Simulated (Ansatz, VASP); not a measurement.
## Sn in VASP and in Ansatz

```
CELL_PARAMETERS angstrom
3.46890 -2.29268 0.00000
3.46890 2.29268 0.00000
0.00000 0.00000 9.35239
ATOMIC_POSITIONS crystal
Sn 0.85000 0.15000 0.11700
Sn 0.65000 0.35000 0.61700
Sn 0.15000 0.85000 0.88300
Sn 0.35000 0.65000 0.38300
```

Alike in both runs: task single point; functional r2SCAN; k mesh 6 × 6 × 2; occupations gaussian, width 0.1 eV; no spin polarisation.

```csv
,VASP,Ansatz
version,VASP 6.6.1,Ansatz 0.2.0
potentials or method,"VASP PAW PBE potentials, release 64 (Sn_d)","scalar-relativistic, plane waves, PAW"
plane-wave cutoff (eV),520,500
valence electrons in the cell,56,56
```

|  | VASP | Ansatz | Ansatz less VASP |
| --- | --- | --- | --- |
| gap on the k mesh at the Fermi level (eV) | none | none | - |
| pressure (GPa) | -1.5 | -1.5 | +0.03 |
| largest component of the traceless stress (GPa) | 4.07 | 4.04 | -0.031 |
| rms of the force components (eV/Å) | 1.596 | 1.586 | -0.0097 |

Atom by atom the forces differ by 0.010 eV/Å (rms over components). A gap of «none» marks a metal or a gap that the smearing closes.

Caveats: the PAW data sets were made with another functional, which shifts forces and pressure a little (VASP).
